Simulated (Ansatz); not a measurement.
# Si (sc type): how the settings move a relaxation

Aim: see which settings change the result for Si (sc type), by how much, and at what cost.

Program: Ansatz 0.2.0. Level of theory: reference: DFT, PBE, PAW with Ansatz's default frozen-core files, scalar-relativistic. These are calculated values, not measurements.

1 further run of the same task is left out (it didn't finish).

## Step 1: The structure to begin with

It takes space group Pm-3m (No. 221, cubic). The conventional cell has a = 2.391 Å, b = 2.391 Å, c = 2.391 Å, α = 90.00°, β = 90.00°, γ = 90.00°. Si (site symmetry m-3m) is surrounded by 6 Si at 2.39 Å.

As a file:

```xyz
1
Lattice="2.3912 0.0000 0.0000 0.0000 2.3912 0.0000 0.0000 0.0000 2.3912" Properties=species:S:1:pos:R:3 pbc="T T T"
Si    0.0000    0.0000    0.0000
```

## Step 2: The reference run

input.yaml

```yaml
crystal:
  lattice:
    - [2.391212326, 0.0, 0.0]
    - [0.0, 2.391212326, 0.0]
    - [0.0, 0.0, 2.391212326]
  atoms:
    - { symbol: Si, position: [0.0, 0.0, 0.0] }
kpoints:
  mp_grid: { grid: [14, 14, 14] }
scf:
  occupations: { method: fermi_dirac, width: 0.03 }
hamiltonian:
  xc: pbe
  pseudopotentials: { kind: paw }
output:
  forces: true
  stress: true
relax:
  f_tol: 0.005
  max_steps: 80
  cell: {}
```

The run is started by

```
$ ansatz run input.yaml --threads 1 --pin off --max-ram 2048MiB --backend cpu --events-out ev --progress --plain --runs-dir out
```

## Step 3: Changed: occupations.method gaussian, occupations.width 0.025, f_tol 0.001, max_displacement 0.05

input.yaml, as its differences from that of step 2:

```diff
@@ -10,3 +10,3 @@
 scf:
-  occupations: { method: fermi_dirac, width: 0.03 }
+  occupations: { method: gaussian, width: 0.025 }
 hamiltonian:
@@ -18,4 +18,5 @@
 relax:
-  f_tol: 0.005
+  f_tol: 0.001
   max_steps: 80
   cell: {}
+  max_displacement: 0.05
```

**Question.** What will these runs give? Wanted: for each run, ending; energy change; pressure; gap; force.

As calculated:

```tsv
run	ending	energy change	pressure (GPa)	gap (eV)	force (eV/Å)	cycles	time
reference	converged	0	0.0	0.00	0.00	29	7.3 s
1: occupations.method gaussian, occupations.width 0.025, f_tol 0.001, max_displacement 0.05	converged	-0.1 meV/atom (σ→0)	0.0	0.00	0.00	-	8.3 s
```

Changing the smearing, convergence setting and walk settings leaves the energy as it was (-0.1 meV/atom).
